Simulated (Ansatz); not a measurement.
Ionic part of the dielectric constant of CdS, mode by mode

Level of theory: DFT PBEsol, scalar-relativistic, plane waves, PAW (Ansatz 0.2.0). Cutoff 420 eV, 8×8×8 k-points (Γ-centred), fixed occupations. No spin polarisation. Phonons by linear response, acoustic sum rule imposed.

Symmetry: F-43m, No. 216, cubic system. Conventional cell: a = 5.825 Å, b = 5.825 Å, c = 5.825 Å, α = 90.00°, β = 90.00°, γ = 90.00°. Cd (site symmetry -43m) is surrounded by 4 S at 2.52 Å. Around S (site symmetry -43m) lie 4 Cd at 2.52 Å.

The run warned that the force constants aren't converged on this k mesh, so the frequencies and all that is formed from them are rough.

The primitive cell has V = 49.40 Å³ and ε∞,zz = 6.429. Each polar mode adds Δε = (4.92064×10⁷/V)·S/ν² along z, with S its oscillator strength in e²/amu, ν in cm⁻¹ and V in Å³.

Problem. From these modes, find each Δε and ε0,zz.
| ν (cm⁻¹) | S_zz (e²/amu) |
| --- | --- |
| 232.6 | 0.1882 |

Solution.
```json
{"ν (cm⁻¹)": "232.6", "Δε": "3.46"}
```

The sum is 3.465, so ε0,zz = 9.89; the run's tensor has 9.89.

Problem. Where do the longitudinal modes lie for a wave vector along z?

Solution. At 289 cm⁻¹. The Lyddane–Sachs–Teller product Π(ν_LO/ν_TO)² = 1.54 matches ε0/ε∞ = 1.54.

This zinc-blende form isn't the usual stable structure of the compound.

Cost: 1 run of about 7.6 core-minutes, on Intel Xeon Platinum 8259CL (Skylake/Cascade Lake) (shared hosts).